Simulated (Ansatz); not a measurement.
# CoO (Fm-3m) in Ansatz: further runs

Aim: see how the results for CoO move with the level of theory and the settings. Levels: PBE, PBEsol+D4, revPBE, PBEsol. Tasks: single point, relaxation of cell and atoms.

Program: Ansatz 0.2.0. These are calculated values, not measurements. Logs are shortened: lines on timing, memory, paths and dates and some standing lists are left out, and cuts for length are marked.

## Step 1: The crystal as given

Symmetry: Fm-3m, No. 225, cubic system. The conventional cell has a = 4.263 Å, b = 4.263 Å, c = 4.263 Å, α = 90.00°, β = 90.00°, γ = 90.00°. Co (site symmetry m-3m) is surrounded by 6 O at 2.13 Å. O (site symmetry m-3m) has 6 Co at 2.13 Å as nearest neighbours.

## Step 2: Single point, PBE, collinear spin, ferromagnetic start

input.yaml

```yaml
crystal:
  lattice:
    - [0.0, 2.1315, 2.1315]
    - [2.1315, 0.0, 2.1315]
    - [2.1315, 2.1315, 0.0]
  atoms:
    - { symbol: Co, position: [0.0, 0.0, 0.0], spin: 2.0 }
    - { symbol: O, position: [0.5, 0.5, 0.5] }
kpoints:
  mp_grid: { grid: [11, 11, 11] }
scf:
  occupations: { method: gaussian, width: 0.024 }
hamiltonian:
  xc: pbe
  pseudopotentials: { kind: all_electron, lapw: { basis_error: 0.001 } }
magnetization:
  spin_polarized: true
output:
  forces: true
  stress: true
  eigenvalues: true
```

Potentials or basis: all-electron LAPW, scalar-relativistic.

On the command line:

```bash
$ ansatz run input.yaml --threads 2 --pin off --max-ram 6144MiB --backend cpu --events-out ev --progress --plain --runs-dir out
```

Output:

```text
Warning: RAYON_NUM_THREADS=2 ignored (pool sized by the plan → 2); use --threads N
LAPW: plane waves up to 9.717 Å⁻¹, error target 1.0e-3 eV per atom; small_component_spin mean_spin; O in spheres of 0.967 Å, 8 of its electrons in bands, Dirac shells []; Co in spheres of 1.165 Å, 17 of its electrons in bands, Dirac shells [] (how accurate: hamiltonian.pseudopotentials.lapw.basis_error, Limitations)
Engine: ansatz 0.2.0, aarch64-unknown-linux-gnu
Pseudopotentials: kind: all_electron
Pseudopotential: Co, LAPW, valence charge 17, lapw/all_electron/scalar/gaussian/Co, Koelling and Harmon's equation, gaussian nucleus
Pseudopotential: O, LAPW, valence charge 8, lapw/all_electron/scalar/gaussian/O, Koelling and Harmon's equation, gaussian nucleus
Functional definition: PBE
  parameter kappa = 0.804
  parameter beta = 0.06672455060314922
  exchange = pbe_x(kappa = kappa, mu = beta*pi^2/3)
  correlation = pbe_c(beta = beta)
Crystal: 2 atoms, lattice volume = 19.368 Å³
Basis set: ecut = 359.7176942531124 eV, 307 PW (Γ), exchange–correlation at level 2
Bands: 18, of which v1, the nominal top of the filled ones, is band 13 counted from 1 (12 counted from 0)
Symmetry: 48 space group operations
Space group: Fm-3m (ITA 225), of the structure as read, at distance tolerance 2.7e-5 Å
Magnetic group: BNS 225.116 (UNI 1618), of the structure as read, at distance tolerance 2.7e-5 Å
k-points: 56 of 1331
Non-local potential: Co, projectors of the file, none
Non-local potential: O, projectors of the file, none
Initial density: superposition of atomic densities (chi_scale 0.1, normalization cell, long waves kept (reshape's long-wave potential 0.00 eV rms))
Starting moments: Σ|m| = 2 μB on 1 of 2 sites
Initial wavefunctions: plane waves of lowest kinetic energy (no species holds an atomic orbital)
Functional: x = pbe(κ = 0.804, μ = 0.2195149727645171), c = pbe(β = 0.06672455060314922)
iter 1 solved again at ethr=6.56e-3 eV; its pass at ethr=1.00e-1 eV (dr2=1.64e0 eV) is discarded
SCF iter   1: F=—  HF=-39965.317407 eV  |F-HF|=—  |Δ(HF+E_count)|=         —  Δρ=6.11e-2 (↑5.65e-2 ↓6.11e-2)  dr2=1.64e0  dr2_m=2.72e-1  M=3.000 μB ∫|m|=3.002 μB  β_m=0.30  ethr=6.56e-3  ⟨swp⟩=2.0  Hψ=13188  notcnv=0
Mixer restart at iter 1: flushing history
preconditioner: auto → none  [metal: Δε(μ)=0.006 eV  Ē_g=14.103 eV  σ=0.024 eV  W_gap=0.15  n_scr=8 (ndim 8)  ℏωp=32.7 eV  f_vac=0.000  D(μ)=4.65/eV (n_scr^D=112)  sad-step TF]
SCF iter   2: F=—  HF=-39964.512516 eV  |F-HF|=—  |Δ(HF+E_count)|=   8.05e-1  Δρ=3.49e-2 (↑3.49e-2 ↓3.06e-2)  dr2=3.63e-1  dr2_m=1.19e-1  M=3.000 μB ∫|m|=3.002 μB  β_m=0.47  ethr=6.56e-3  ⟨swp⟩=2.0  Hψ=5936  notcnv=0
SCF iter   3: F=—  HF=-39964.558996 eV  |F-HF|=—  |Δ(HF+E_count)|=   4.65e-2  Δρ=2.02e-2 (↑1.81e-2 ↓2.02e-2)  dr2=2.64e-1  dr2_m=1.56e-2  M=3.000 μB ∫|m|=3.009 μB  β_m=0.48  ethr=1.45e-3  ⟨swp⟩=2.0  Hψ=6048  notcnv=0
iter 4 solved again at ethr=1.63e-5 eV; its pass at ethr=1.06e-3 eV (dr2=4.07e-3 eV) is discarded
SCF iter   4: F=—  HF=-39964.489670 eV  |F-HF|=—  |Δ(HF+E_count)|=         —  Δρ=5.71e-3 (↑3.62e-3 ↓5.71e-3)  dr2=4.06e-3  dr2_m=2.55e-3  M=2.944 μB ∫|m|=2.957 μB  β_m=0.48  ethr=1.63e-5  ⟨swp⟩=2.0  Hψ=10079  notcnv=0
Mixer restart at iter 4: flushing history
the basis was enlarged: its passes take 1.4 MiB over the memory plan, 2 of 2 planned eigensolver slots
SCF iter   5: F=—  HF=-39964.496897 eV  |F-HF|=—  |Δ(HF+E_count)|=   7.23e-3  Δρ=4.09e-3 (↑4.09e-3 ↓3.12e-3)  dr2=1.07e-2  dr2_m=4.41e-4  M=3.000 μB ∫|m|=3.014 μB  β_m=0.42  ethr=1.63e-5  ⟨swp⟩=3.0  Hψ=6612  notcnv=0
SCF iter   6: F=—  HF=-39964.489640 eV  |F-HF|=—  |Δ(HF+E_count)|=   7.26e-3  Δρ=1.91e-3 (↑1.91e-3 ↓1.25e-3)  dr2=5.40e-4  dr2_m=3.15e-4  M=2.980 μB ∫|m|=2.994 μB  β_m=0.61  ethr=1.63e-5  ⟨swp⟩=2.5  Hψ=6141  notcnv=0
SCF iter   7: F=—  HF=-39964.491201 eV  |F-HF|=—  |Δ(HF+E_count)|=   1.56e-3  Δρ=5.11e-4 (↑5.11e-4 ↓1.66e-4)  dr2=5.67e-5  dr2_m=1.48e-5  M=2.983 μB ∫|m|=2.999 μB  β_m=0.59  ethr=2.16e-6  ⟨swp⟩=2.5  Hψ=5806  notcnv=0
SCF iter   8: F=—  HF=-39964.491247 eV  |F-HF|=—  |Δ(HF+E_count)|=   4.59e-5  Δρ=1.72e-4 (↑1.45e-4 ↓1.72e-4)  dr2=5.02e-7  dr2_m=4.39e-6  M=2.980 μB ∫|m|=2.997 μB  β_m=0.80  ethr=2.27e-7  ⟨swp⟩=2.0  Hψ=5454  notcnv=0
SCF iter   9: F=—  HF=-39964.491254 eV  |F-HF|=—  |Δ(HF+E_count)|=   7.04e-6  Δρ=7.63e-5 (↑6.93e-5 ↓7.63e-5)  dr2=8.99e-7  dr2_m=5.99e-7  M=2.980 μB ∫|m|=2.997 μB  β_m=0.76  ethr=2.01e-9  ⟨swp⟩=3.0  Hψ=6306  notcnv=0
SCF iter  10: F=—  HF=-39964.491249 eV  |F-HF|=—  |Δ(HF+E_count)|=   4.51e-6  Δρ=9.36e-6 (↑3.61e-6 ↓9.36e-6)  dr2=1.14e-8  dr2_m=6.59e-9  M=2.980 μB ∫|m|=2.996 μB  β_m=0.88  ethr=2.01e-9  ⟨swp⟩=3.0  Hψ=6010  notcnv=0
SCF iter  11: F=-39964.491249 eV  HF=-39964.491249 eV  |F-HF|=7.64e-10  |Δ(HF+E_count)|=   7.95e-9  Δρ=2.40e-6 (↑2.22e-6 ↓2.40e-6)  dr2=5.55e-11  dr2_m=9.24e-10  M=2.980 μB ∫|m|=2.996 μB  ethr=4.54e-11  ⟨swp⟩=2.2  Hψ=5476  notcnv=0
SCF 1 converged in 11 iterations: F = -39964.491249 eV  dr2 = 5.55e-11
SCF converged after 11 iterations
Magnetization: 2.9795 μB (13.9898 up, 11.0102 down)
Absolute magnetization: 2.9961 μB (∫|ρ↑−ρ↓|)
Spin contamination: 0.0068 ħ² per cell (⟨S²⟩ above its minimum at these occupations)
Per-site moments (μB) at R_I (Å): [(2.6244830044204583, 1.1645143403757252), (0.3372972262293268, 0.9669856278624493)]
Free energy (F): -39964.491249 eV
Harris-Foulkes:  -39964.491249 eV  (|F-HF|=7.64e-10)
Internal energy: -39964.490220 eV  (E = F + TS)
E sigma→0 (E₀):  -39964.490735 eV
Entropy (-TS):   -0.001030 eV (-0.515 meV/atom)
Fermi energy:    14.099540 eV
--- Per-component energies (eV) ---
  E_band       = -1285.596055
  E_kinetic    = 40524.515289
  E_xc         = -1857.558786
  E_electrostatic = -78631.446723  (all electrons and nuclei)
  E_smearing   = -0.001030  (= −TS)
  E_closure    = 0.000000  (closes the sum)
  E_atoms      = -39950.192766  (free atoms, spherical and without spin; not in F)
  Σ components = -39964.491249   (vs F -39964.491249, Δ=0.00e0)
  Basis errors (estimates in eV, not in F): energy 3.7e-4 per atom: plane waves 3.3e-4 (1.8e-4 summed), levels above the bands 0.0e0, relativity 4.6e-8, radial functions 3.8e-5, core shells 7.0e-9; eigenvalues (radial functions only) 1.3e-5; not estimated: angular momenta, meshes, grids; target (lapw.basis_error) 1.0e-3; muffin-tin radii O 0.967 Å, Co 1.165 Å
--- Forces (eV/Å), atoms counted from 1 ---
  atom   1  Co    -0.00000000    -0.00000000     0.00000000
  atom   2  O      0.00000000    -0.00000000    -0.00000000
  max |Σ_I F_I| component: 3.68e-30 eV/Å
--- Stress (GPa, compression-positive) ---
       -1.681034      -0.000000       0.000000
       -0.000000      -1.681034      -0.000000
        0.000000      -0.000000      -1.681034
  P = ⅓ Tr σ = -1.6810 GPa (-16.810 kbar)
--- Band table (eV; the first three rows and the last of 112) ---
  k-point 0 ↑: bands = ["-492.5998", "-82.8384", "-46.0921", "-46.0921", "-46.0921", "-6.1241", "10.7606", "10.7606", "10.9381", "10.9381", "10.9381", "10.9819", "10.9819", "10.9819", "14.9971", "30.8193", "32.0803", "32.0803"]
  k-point 1 ↑: bands = ["-492.5998", "-82.8381", "-46.0950", "-46.0925", "-46.0925", "-6.0388", "10.0299", "10.0299", "10.0597", "11.0112", "11.0112", "11.3256", "11.7277", "11.7277", "15.5819", "29.1832", "31.7857", "31.7857"]
  k-point 2 ↑: bands = ["-492.5998", "-82.8374", "-46.1029", "-46.0936", "-46.0936", "-5.8010", "8.7930", "9.2991", "9.2991", "11.1626", "11.1626", "11.5336", "12.5496", "12.5496", "16.7826", "27.0009", "30.6857", "30.6857"]
  k-point 55 ↓: bands = ["-492.3151", "-79.7186", "-43.0810", "-43.0789", "-43.0673", "-4.1766", "8.3696", "8.4296", "9.2545", "13.5771", "13.8279", "14.2269", "15.0883", "15.8067", "22.9969", "24.3535", "24.4605", "27.7213"]
```

Wall time 16 s (2 threads of Arm Neoverse V1, shared host); peak memory 0.43 GiB.

What came out:

| Property | Result |
| --- | --- |
| Free energy | -39964.4912 eV |
| Pressure | -1.7 GPa |
| Band gap on the k mesh | none (metal or under the smearing width) |
| Net moment | 2.98 μB per cell |
| Absolute moment | 3.00 μB per cell |
| Site moments | Co +2.62; O +0.34 μB |

Caveat: a cell with one magnetic atom can't hold antiferromagnetic order, which such compounds often take; semilocal functionals often make such compounds metallic where correlation or magnetic order opens a gap, which also shifts bond lengths.

## Step 3: Single point, PBE, collinear spin, ferromagnetic start

input.yaml, as its differences from that of step 2:

```diff
@@ -11,3 +11,3 @@
 scf:
-  occupations: { method: gaussian, width: 0.024 }
+  occupations: { method: gaussian, width: 0.013 }
 hamiltonian:
```

Potentials or basis: all-electron LAPW, scalar-relativistic.

On the command line:

```bash
$ ansatz run input.yaml --threads 2 --pin off --max-ram 6144MiB --backend cpu --events-out ev --progress --plain --runs-dir out
```

Output:

```text
Warning: RAYON_NUM_THREADS=2 ignored (pool sized by the plan → 2); use --threads N
LAPW: plane waves up to 9.717 Å⁻¹, error target 1.0e-3 eV per atom; small_component_spin mean_spin; O in spheres of 0.967 Å, 8 of its electrons in bands, Dirac shells []; Co in spheres of 1.165 Å, 17 of its electrons in bands, Dirac shells [] (how accurate: hamiltonian.pseudopotentials.lapw.basis_error, Limitations)
Engine: ansatz 0.2.0, aarch64-unknown-linux-gnu
Pseudopotentials: kind: all_electron
Pseudopotential: Co, LAPW, valence charge 17, lapw/all_electron/scalar/gaussian/Co, Koelling and Harmon's equation, gaussian nucleus
Pseudopotential: O, LAPW, valence charge 8, lapw/all_electron/scalar/gaussian/O, Koelling and Harmon's equation, gaussian nucleus
Functional definition: PBE
  parameter kappa = 0.804
  parameter beta = 0.06672455060314922
  exchange = pbe_x(kappa = kappa, mu = beta*pi^2/3)
  correlation = pbe_c(beta = beta)
Crystal: 2 atoms, lattice volume = 19.368 Å³
[... 52 lines left out ...]
--- Forces (eV/Å), atoms counted from 1 ---
  atom   1  Co    -0.00000000     0.00000000    -0.00000000
  atom   2  O      0.00000000    -0.00000000     0.00000000
  max |Σ_I F_I| component: 1.40e-30 eV/Å
--- Stress (GPa, compression-positive) ---
       -1.645385      -0.000000       0.000000
       -0.000000      -1.645385       0.000000
        0.000000       0.000000      -1.645385
  P = ⅓ Tr σ = -1.6454 GPa (-16.454 kbar)
--- Band table (eV; the first three rows and the last of 112) ---
  k-point 0 ↑: bands = ["-492.5969", "-82.8421", "-46.0957", "-46.0957", "-46.0957", "-6.1236", "10.7580", "10.7580", "10.9387", "10.9387", "10.9387", "10.9786", "10.9786", "10.9786", "14.9969", "30.8193", "32.0796", "32.0796"]
  k-point 1 ↑: bands = ["-492.5969", "-82.8418", "-46.0987", "-46.0961", "-46.0961", "-6.0383", "10.0288", "10.0288", "10.0593", "11.0081", "11.0081", "11.3233", "11.7267", "11.7267", "15.5818", "29.1827", "31.7851", "31.7851"]
  k-point 2 ↑: bands = ["-492.5969", "-82.8411", "-46.1065", "-46.0972", "-46.0972", "-5.8005", "8.7928", "9.2982", "9.2982", "11.1593", "11.1593", "11.5310", "12.5484", "12.5484", "16.7826", "27.0003", "30.6851", "30.6851"]
  k-point 55 ↓: bands = ["-492.3110", "-79.7187", "-43.0811", "-43.0790", "-43.0674", "-4.1733", "8.3715", "8.4315", "9.2567", "13.5776", "13.8284", "14.2272", "15.0881", "15.8068", "22.9979", "24.3544", "24.4617", "27.7216"]
```

Run time: 16 s. Hardware: 2 threads of Arm Neoverse V1, shared host; peak memory 0.44 GiB.

What came out:

* Free energy: -39964.4909 eV
* Pressure: -1.6 GPa
* Band gap on the k mesh: none (metal or under the smearing width)
* Net moment: 2.98 μB per cell
* Absolute moment: 3.00 μB per cell
* Site moments: Co +2.63; O +0.34 μB

Levels at points of the mesh, in eV from the Fermi level:
Spin up:
| k point | band 10 | band 11 | band 12 | band 13 | band 14 | band 15 | band 16 | band 17 | band 18 |
| --- | --- | --- | --- | --- | --- | --- | --- | --- | --- |
| (0.00, 0.00, 0.00) | -3.16 | -3.16 | -3.12 | -3.12 | -3.12 | 0.89 | 16.72 | 17.98 | 17.98 |
Spin down:
| k point | band 9 | band 10 | band 11 | band 12 | band 13 | band 14 |
| --- | --- | --- | --- | --- | --- | --- |
| (0.00, 0.00, 0.00) | -2.58 | -1.11 | -1.11 | -1.11 | 0.11 | 0.11 |

Caveat: a cell with one magnetic atom can't hold antiferromagnetic order, which such compounds often take; semilocal functionals often make such compounds metallic where correlation or magnetic order opens a gap, which also shifts bond lengths.

(Continued in part 2 of 2.)
